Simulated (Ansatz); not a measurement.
# Barium, dhcp under PBEsol: structure, energy and stiffness, part 2 of 2

The plan for barium in the dhcp structure: relax it, solve it on a dense k-mesh, then scale the cell to 7 volumes from 88 to 112 % of the relaxed one and try a fit of the equation of state. Spin polarisation is left out. The k-meshes are 8×8×3 for the relaxation; 11×11×3 for the dense run; 10×10×3 for the volumes.

Ansatz 0.2.0; DFT, PBEsol, plane waves (420 eV) with PAW, scalar-relativistic.

## (6) Equation of state: 96 %

Input file input.yaml:

```yaml
crystal:
  lattice:
    - [4.2970974244, 0.0, 0.0]
    - [-2.1485487122, 3.721395532, 0.0]
    - [0.0, 0.0, 14.0233982952]
  atoms:
    - { symbol: Ba, position: [1.0, 0.0, 1.0] }
    - { symbol: Ba, position: [1.0, 0.0, 0.5] }
    - { symbol: Ba, position: [0.3333333333, 0.6666666667, 0.25] }
    - { symbol: Ba, position: [0.6666666667, 0.3333333333, 0.75] }
hamiltonian:
  xc: pbesol
  pseudopotentials:
    kind: paw
    azcp:
      Ba: "pseudopotentials/Ba.paw.azcp"
basis:
  ecutwfc: 420
  fft_grid_basis: typed
kpoints:
  mp_grid: { grid: [10, 10, 3], shift: [0, 0, 0] }
magnetization:
  spin_polarized: false
scf:
  occupations: { method: fermi_dirac, width: 0.1 }
  lower_state_search: "off"
output:
  stress: true
  write_density: true
  write_potential: true
  elf: true
  volumetric_format: npy
```

Output, shortened:

```text
Warning: <dir> the record states the generating functional pbe (its physics header spells it `PBE`), which answers neither for hamiltonian.xc's functional nor for the pbesol family's — results may be inconsistent (PPs are generated against a specific XC)
Warning: RAYON_NUM_THREADS=2 ignored (pool sized by the plan → 2); use --threads N
[...]
Pseudopotentials: kind: paw
Pseudopotential: Ba, paw, valence charge 10, recommended cutoff 420 eV (normal), <dir>
Functional definition: PBEsol
[...]
Crystal: 4 atoms, lattice volume = 224.251 Å³
Basis set: ecut = 420 eV, 4361 PW (Γ)
Bands: 24, of which v1, the nominal top of the filled ones, is band 20 counted from 1 (19 counted from 0)
Symmetry: 24 space group operations
Space group: P63/mmc (ITA 194), of the structure as read, at distance tolerance 6.1e-5 Å
k-points: 28 of 300
[...]
SCF iter   1: F=—  HF=-23450.466945 eV  |F-HF|=—  |Δ(HF+E_count)|=         —  Δρ=1.60e-3  dr2=5.30e-3  ethr=1.77e-3  ⟨swp⟩=8.6  Hψ=7761  notcnv=0
[...]
SCF iter   6: F=-23450.467063 eV  HF=-23450.467063 eV  |F-HF|=2.01e-9  |Δ(HF+E_count)|=   8.94e-8  Δρ=1.37e-6  dr2=5.34e-9  ethr=2.50e-10  ⟨swp⟩=11.1  Hψ=5912  notcnv=0
[...]
SCF converged after 6 iterations
Free energy (F): -23450.467063 eV
[...]
E sigma→0 (E₀):  -23450.355798 eV
Entropy (-TS):   -0.222531 eV (-55.633 meV/atom)
Fermi energy:    6.663214 eV
[...]
--- Stress (GPa, compression-positive) ---
        0.392632       0.000000       0.000000
        0.000000       0.392632       0.000000
        0.000000       0.000000       0.364065
  P = ⅓ Tr σ = 0.3831 GPa (3.831 kbar)
--- Band table (eV; the first three rows and the last of 28) ---
  k-point 0: bands = ["-21.9951", "-21.9655", "-21.9570", "-21.9270", "-7.5191", "-7.1998", "-7.1944", "-6.9338", "-6.9338", "-6.8952", "-6.8952", "-6.8849", "-6.8849", "-6.8456", "-6.8456", "-6.8429", "3.8314", "4.8918", "4.8997", "5.6471", "7.7097", "7.7515", "8.0989", "8.4174", [...]
[...]
```

Run time: 9.2 s. Hardware: 2 threads of Arm Neoverse V1, shared host; peak memory 0.49 GiB.

Density in a lattice plane of the grid's cell (edges 4.30 and 14.02 Å, at 0.000 of the third edge), which holds Ba.

Ten even steps from ' ' (0.04 e/Å³) to '@' (1.38 e/Å³):
```
@@##..      ..##
                
                
                
      ......    
                
                
..              
@@##..      ..##
..@@==      ==@@
@@##..      ..##
..              
                
                
      ......    
                
                
                
@@##..      ..##
..%%==      ==%%
```
Columns run along the first of these edges and rows up along the second, over one cell in 8 and 20 even steps from the bottom left corner. Atoms in the plane (fractional): Ba at (0.00, 1.00), Ba at (0.00, 0.50).

ELF in the same plane.

Ten even steps from '0' (0.03) to '9' (0.87):
```
99512159
32024202
22211122
42113112
42146412
42113112
22211122
32124212
99512159
06811186
99512159
32124212
22211122
42113112
42146412
42113112
22211122
32024202
99512159
06811186
```
Columns run along the first of these edges and rows up along the second, over one cell in 8 and 20 even steps from the bottom left corner. Atoms in the plane (fractional): Ba at (0.00, 1.00), Ba at (0.00, 0.50).

Both are smooth fields of the valence electrons: close to the nuclei they are not physical.

Outside the cores ELF peaks at 0.63 between the atoms, 3.0 Å from Ba.

## (7) Equation of state: 100 %

input.yaml: that of step 6 with these lines changed.

```diff
@@ -2,5 +2,5 @@
   lattice:
-    - [4.2970974244, 0.0, 0.0]
-    - [-2.1485487122, 3.721395532, 0.0]
-    - [0.0, 0.0, 14.0233982952]
+    - [4.3559690883, 0.0, 0.0]
+    - [-2.1779845441, 3.7723798885, 0.0]
+    - [0.0, 0.0, 14.2155235159]
   atoms:
```

Output, shortened:

```text
Warning: <dir> the record states the generating functional pbe (its physics header spells it `PBE`), which answers neither for hamiltonian.xc's functional nor for the pbesol family's — results may be inconsistent (PPs are generated against a specific XC)
Warning: RAYON_NUM_THREADS=2 ignored (pool sized by the plan → 2); use --threads N
[...]
Pseudopotentials: kind: paw
Pseudopotential: Ba, paw, valence charge 10, recommended cutoff 420 eV (normal), <dir>
Functional definition: PBEsol
[...]
Crystal: 4 atoms, lattice volume = 233.595 Å³
Basis set: ecut = 420 eV, 4613 PW (Γ)
Bands: 24, of which v1, the nominal top of the filled ones, is band 20 counted from 1 (19 counted from 0)
Symmetry: 24 space group operations
Space group: P63/mmc (ITA 194), of the structure as read, at distance tolerance 6.2e-5 Å
k-points: 28 of 300
[...]
SCF iter   1: F=—  HF=-23450.478655 eV  |F-HF|=—  |Δ(HF+E_count)|=         —  Δρ=1.57e-3  dr2=5.37e-3  ethr=1.77e-3  ⟨swp⟩=8.4  Hψ=7854  notcnv=0
[...]
SCF iter   6: F=-23450.478827 eV  HF=-23450.478827 eV  |F-HF|=3.84e-9  |Δ(HF+E_count)|=   7.38e-8  Δρ=1.77e-6  dr2=8.43e-9  ethr=2.50e-10  ⟨swp⟩=11.1  Hψ=5929  notcnv=0
[...]
SCF converged after 6 iterations
Free energy (F): -23450.478827 eV
[...]
E sigma→0 (E₀):  -23450.365666 eV
Entropy (-TS):   -0.226322 eV (-56.581 meV/atom)
Fermi energy:    6.334217 eV
[...]
--- Stress (GPa, compression-positive) ---
        0.035571      -0.000000       0.000000
       -0.000000       0.035571       0.000000
        0.000000       0.000000       0.013478
  P = ⅓ Tr σ = 0.0282 GPa (0.282 kbar)
--- Band table (eV; the first three rows and the last of 28) ---
  k-point 0: bands = ["-22.3900", "-22.3648", "-22.3587", "-22.3331", "-7.8662", "-7.5830", "-7.5799", "-7.3513", "-7.3513", "-7.3165", "-7.3165", "-7.3086", "-7.3086", "-7.2732", "-7.2732", "-7.2708", "3.5103", "4.5334", "4.5401", "5.3344", "7.3510", "7.3905", "7.6286", "8.0529", [...]
[...]
```

Wall time 10 s (2 threads of Arm Neoverse V1, shared host); peak memory 0.5 GiB.

## (8) Equation of state: 104 %

input.yaml: that of step 7 with these lines changed.

```diff
@@ -2,5 +2,5 @@
   lattice:
-    - [4.3559690883, 0.0, 0.0]
-    - [-2.1779845441, 3.7723798885, 0.0]
-    - [0.0, 0.0, 14.2155235159]
+    - [4.4132910445, 0.0, 0.0]
+    - [-2.2066455223, 3.8220221589, 0.0]
+    - [0.0, 0.0, 14.4025913304]
   atoms:
@@ -28,5 +28 @@
   stress: true
-  write_density: true
-  write_potential: true
-  elf: true
-  volumetric_format: npy
```

Output, shortened:

```text
Warning: <dir> the record states the generating functional pbe (its physics header spells it `PBE`), which answers neither for hamiltonian.xc's functional nor for the pbesol family's — results may be inconsistent (PPs are generated against a specific XC)
Warning: RAYON_NUM_THREADS=2 ignored (pool sized by the plan → 2); use --threads N
[...]
Pseudopotentials: kind: paw
Pseudopotential: Ba, paw, valence charge 10, recommended cutoff 420 eV (normal), <dir>
Functional definition: PBEsol
[...]
Crystal: 4 atoms, lattice volume = 242.939 Å³
Basis set: ecut = 420 eV, 4759 PW (Γ)
Bands: 24, of which v1, the nominal top of the filled ones, is band 20 counted from 1 (19 counted from 0)
Symmetry: 24 space group operations
Space group: P63/mmc (ITA 194), of the structure as read, at distance tolerance 6.2e-5 Å
k-points: 28 of 300
[...]
SCF iter   1: F=—  HF=-23450.471434 eV  |F-HF|=—  |Δ(HF+E_count)|=         —  Δρ=1.56e-3  dr2=5.70e-3  ethr=1.77e-3  ⟨swp⟩=8.4  Hψ=7868  notcnv=0
[...]
SCF iter   6: F=-23450.471194 eV  HF=-23450.471194 eV  |F-HF|=4.30e-9  |Δ(HF+E_count)|=   6.05e-8  Δρ=1.94e-6  dr2=9.50e-9  ethr=2.50e-10  ⟨swp⟩=4.4  Hψ=2749  notcnv=0
[...]
SCF converged after 6 iterations
Free energy (F): -23450.471194 eV
[...]
E sigma→0 (E₀):  -23450.356500 eV
Entropy (-TS):   -0.229387 eV (-57.347 meV/atom)
Fermi energy:    6.029426 eV
[...]
--- Stress (GPa, compression-positive) ---
       -0.277646      -0.000000       0.000000
        0.000000      -0.277646       0.000000
        0.000000       0.000000      -0.294489
  P = ⅓ Tr σ = -0.2833 GPa (-2.833 kbar)
```

Wall time 7.7 s (2 threads of Arm Neoverse V1, shared host); peak memory 0.5 GiB.

## (9) Equation of state: 108 %

input.yaml: that of step 8 with these lines changed.

```diff
@@ -2,5 +2,5 @@
   lattice:
-    - [4.4132910445, 0.0, 0.0]
-    - [-2.2066455223, 3.8220221589, 0.0]
-    - [0.0, 0.0, 14.4025913304]
+    - [4.4691614192, 0.0, 0.0]
+    - [-2.2345807096, 3.8704073227, 0.0]
+    - [0.0, 0.0, 14.584921969]
   atoms:
```

Output, shortened:

```text
Warning: <dir> the record states the generating functional pbe (its physics header spells it `PBE`), which answers neither for hamiltonian.xc's functional nor for the pbesol family's — results may be inconsistent (PPs are generated against a specific XC)
Warning: RAYON_NUM_THREADS=2 ignored (pool sized by the plan → 2); use --threads N
[...]
Pseudopotentials: kind: paw
Pseudopotential: Ba, paw, valence charge 10, recommended cutoff 420 eV (normal), <dir>
Functional definition: PBEsol
[...]
Crystal: 4 atoms, lattice volume = 252.282 Å³
Basis set: ecut = 420 eV, 5023 PW (Γ)
Bands: 24, of which v1, the nominal top of the filled ones, is band 20 counted from 1 (19 counted from 0)
Symmetry: 24 space group operations
Space group: P63/mmc (ITA 194), of the structure as read, at distance tolerance 6.3e-5 Å
k-points: 28 of 300
[...]
SCF iter   1: F=—  HF=-23450.446826 eV  |F-HF|=—  |Δ(HF+E_count)|=         —  Δρ=1.56e-3  dr2=6.34e-3  ethr=1.77e-3  ⟨swp⟩=8.4  Hψ=7902  notcnv=0
[...]
SCF iter   6: F=-23450.446516 eV  HF=-23450.446516 eV  |F-HF|=6.29e-9  |Δ(HF+E_count)|=   5.10e-8  Δρ=2.24e-6  dr2=1.30e-8  ethr=2.50e-10  ⟨swp⟩=4.6  Hψ=2816  notcnv=0
[...]
SCF converged after 6 iterations
Free energy (F): -23450.446516 eV
[...]
E sigma→0 (E₀):  -23450.330543 eV
Entropy (-TS):   -0.231947 eV (-57.987 meV/atom)
Fermi energy:    5.746258 eV
[...]
--- Stress (GPa, compression-positive) ---
       -0.553043      -0.000000       0.000000
        0.000000      -0.553043       0.000000
        0.000000       0.000000      -0.565163
  P = ⅓ Tr σ = -0.5571 GPa (-5.571 kbar)
```

Run time: 8.1 s. Hardware: 2 threads of Arm Neoverse V1, shared host; peak memory 0.5 GiB.

## (10) Equation of state: 112 %

input.yaml: that of step 9 with these lines changed.

```diff
@@ -2,5 +2,5 @@
   lattice:
-    - [4.4691614192, 0.0, 0.0]
-    - [-2.2345807096, 3.8704073227, 0.0]
-    - [0.0, 0.0, 14.584921969]
+    - [4.5236687597, 0.0, 0.0]
+    - [-2.2618343799, 3.9176120642, 0.0]
+    - [0.0, 0.0, 14.7628044022]
   atoms:
@@ -28 +28,5 @@
   stress: true
+  write_density: true
+  write_potential: true
+  elf: true
+  volumetric_format: npy
```

Output, shortened:

```text
Warning: <dir> the record states the generating functional pbe (its physics header spells it `PBE`), which answers neither for hamiltonian.xc's functional nor for the pbesol family's — results may be inconsistent (PPs are generated against a specific XC)
Warning: RAYON_NUM_THREADS=2 ignored (pool sized by the plan → 2); use --threads N
[...]
Pseudopotentials: kind: paw
Pseudopotential: Ba, paw, valence charge 10, recommended cutoff 420 eV (normal), <dir>
Functional definition: PBEsol
[...]
Crystal: 4 atoms, lattice volume = 261.626 Å³
Basis set: ecut = 420 eV, 5083 PW (Γ)
Bands: 24, of which v1, the nominal top of the filled ones, is band 20 counted from 1 (19 counted from 0)
Symmetry: 24 space group operations
Space group: P63/mmc (ITA 194), of the structure as read, at distance tolerance 6.4e-5 Å
k-points: 28 of 300
[...]
SCF iter   1: F=—  HF=-23450.407130 eV  |F-HF|=—  |Δ(HF+E_count)|=         —  Δρ=1.56e-3  dr2=6.84e-3  ethr=1.77e-3  ⟨swp⟩=8.6  Hψ=7924  notcnv=0
[...]
SCF iter   6: F=-23450.406864 eV  HF=-23450.406864 eV  |F-HF|=7.12e-9  |Δ(HF+E_count)|=   5.76e-8  Δρ=2.33e-6  dr2=1.39e-8  ethr=2.50e-10  ⟨swp⟩=11.3  Hψ=6347  notcnv=0
[...]
SCF converged after 6 iterations
Free energy (F): -23450.406864 eV
[...]
E sigma→0 (E₀):  -23450.289721 eV
Entropy (-TS):   -0.234286 eV (-58.571 meV/atom)
Fermi energy:    5.482439 eV
[...]
--- Stress (GPa, compression-positive) ---
       -0.794899       0.000000      -0.000000
        0.000000      -0.794899      -0.000000
       -0.000000      -0.000000      -0.802843
  P = ⅓ Tr σ = -0.7975 GPa (-7.975 kbar)
--- Band table (eV; the first three rows and the last of 28) ---
  k-point 0: bands = ["-23.4426", "-23.4262", "-23.4248", "-23.4084", "-8.8046", "-8.6059", "-8.6045", "-8.4487", "-8.4487", "-8.4230", "-8.4230", "-8.4197", "-8.4197", "-8.3936", "-8.3936", "-8.3921", "2.7050", "3.6293", "3.6338", "4.5269", "6.4257", "6.4405", "6.4592", "7.1001", [...]
[...]
```

It took 11 s on 2 threads of Arm Neoverse V1, shared host; peak memory 0.52 GiB.

## (11) Energy and pressure against volume

The cell was scaled evenly, with its shape and the fractional positions fixed.

| V (Å³/atom) | E − E₀ (meV/atom) | P from the stress (GPa) | P from the fit (GPa) |
| --- | --- | --- | --- |
| 51.391 | 24.7 | 1.25 | 1.21 |
| 53.727 | 10.4 | 0.79 | 0.75 |
| 56.063 | 2.5 | 0.38 | 0.35 |
| 58.399 | 0.0 | 0.03 | 0.00 |
| 60.735 | 2.3 | -0.28 | -0.31 |
| 63.071 | 8.8 | -0.56 | -0.58 |
| 65.407 | 19.0 | -0.80 | -0.81 |

A third-order Birch-Murnaghan fit gives V₀ = 58.385 Å³/atom, B₀ = 8.2 GPa and B₀′ = 2.4; it misses no point by more than 0.03 meV/atom.

## (12) What came out

The summary covers parts 1 to 2.

| quantity | value |
| --- | --- |
| space group (spins left aside) | P6_3/mmc (No. 194) |
| conventional cell | a = 4.356 Å, c = 14.216 Å (c/a = 3.263) |
| volume | 58.399 Å³/atom |
| shortest distance | 4.354 Å |
| gap on the mesh | none (levels filled in part) |
| relative to bcc | +17 meV/atom |
| V₀, B₀, B₀′ | 58.385 Å³/atom, 8.2 GPa, 2.4 |

From the guessed start the volume shrank by 6.6 % in 4 steps. Against the reference form of barium (bcc, computed apart with the same settings) it stands 17 meV/atom higher. Levels at the Fermi energy are filled in part, as in a metal. B₀ comes out at 8.2 GPa, a soft solid; letting shape and positions relax at each volume could only lower it. Relaxation kept the symmetry; phonons were not checked.
